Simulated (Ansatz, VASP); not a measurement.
**One calculation of Ti, two programs**

```
Ti
1.0
     4.56737    0.00000    0.00000
    -2.28369    3.95546    0.00000
     0.00000    0.00000    2.82624
Ti
3
Direct
  0.00000 0.00000 0.00000
  0.33333 0.66667 0.50000
  0.66667 0.33333 0.50000
```

This isn't the form of Ti at room conditions, which is hcp.

Alike in both runs: task relaxation of cell and atoms; functional PBE; dispersion D3(BJ); k mesh 12 × 12 × 14; occupations gaussian, width 0.1 eV; no spin polarisation.

|  | VASP | Ansatz |
| --- | --- | --- |
| version | VASP 6.6.1 | Ansatz 0.2.0 |
| potentials or method | VASP PAW PBE potentials, release 64 (Ti_sv) | scalar-relativistic, plane waves, PAW |
| plane-wave cutoff (eV) | 600 | 420 |
| valence electrons in the cell | 36 | 36 |

Ansatz gave:

```
gap on the k mesh at the Fermi level, each at its own relaxed structure (eV) : none
relaxed volume (Å³/atom)                                                     : 16.25
relaxed cell length with the largest relative difference (Å)                 : 4.495
energy change over the relaxation (meV/atom)                                 : -13
```

Task: Estimate VASP's values.

Result: gap on the k mesh at the Fermi level, each at its own relaxed structure (eV): none; relaxed volume (Å³/atom): 16.19; relaxed cell length with the largest relative difference (Å): 4.489; energy change over the relaxation (meV/atom): -14.

A gap of «none» marks a metal or a gap that the smearing closes.

Caveats: pairwise dispersion overbinds metals, which lowers pressure and volume.
